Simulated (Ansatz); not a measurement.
MgF₂:
```xyz
6
Lattice="4.6223 0.0000 0.0000 0.0000 4.6223 0.0000 0.0000 0.0000 3.0464" Properties=species:S:1:pos:R:3 pbc="T T T"
Mg     0.0000     0.0000     0.0000
Mg     2.3111     2.3111     1.5232
F      1.4004     1.4004     0.0000
F      0.9107     3.7116     1.5232
F      3.2218     3.2218     0.0000
F      3.7116     0.9107     1.5232
```

Relaxed with r²SCAN.

Decompose the optical modes at the zone centre into irreducible representations, and say which are infrared and Raman allowed.

Point group 4/mmm: Γ_opt = A1g + A2g + A2u + B1g + 2B1u + B2g + Eg + 3Eu. Infrared: A2u, Eu. Raman: A1g, B1g, B2g, Eg.

Assign frequencies (DFPT, r²SCAN (plane waves, PAW; program Ansatz); without the LO–TO term).

B1g 85, B1u 207, Eu 246, Eg 298, A2g 299, A2u 408, A1g 413, Eu 417, B1u 431, Eu 460, B2g 517 cm⁻¹.

Subscripts of B labels follow the axes of the standard setting.

Space group P4_2/mnm (rutile). The cell was relaxed with r²SCAN under the symmetry of its start; of distortions, only those at the zone centre were tested.

Potentials: the later of the program's two PAW sets.
